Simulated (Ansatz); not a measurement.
## P: strain energy, fitted

P, Cmce, a = 3.323 Å, b = 10.192 Å, c = 4.167 Å. Ansatz: PBE+D3(BJ), PAW, 420 eV, Γ-centred 10×4×8 mesh on 8 atoms, Gaussian smearing 0.10 eV; no spin polarisation. Series: biaxial strain in the a-b plane, c and atoms relaxed; x is the strain in per cent. y is the free energy over the unstrained cell, V0 = 17.637 Å³/atom.

| x (%) | y (meV/atom) |
| --- | --- |
| -6.0 | 54.59 |
| -4.0 | ? |
| -2.0 | 5.18 |
| 0.0 | 0.00 |
| 2.0 | 4.75 |
| 4.0 | 17.78 |
| 6.0 | 37.52 |

Q: Fit y = c2 x² + c3 x³ to the other rows, turn c2 into a modulus, and predict the missing energy.

A: Least squares on the rows shown. y = 1.2780 x² − 0.039589 x³. In eV per unit strain² c2 is 12.78; M is the biaxial modulus (E = M V0 ε²): 12.78 × 160.2 / (17.637) = 116 GPa. At x = -4.0 the fit asked for gives 22.98 meV/atom. The run gave 22.88 meV/atom, so the fit is 0.10 meV/atom too high, within the rms miss on the fitted rows (0.13 meV/atom).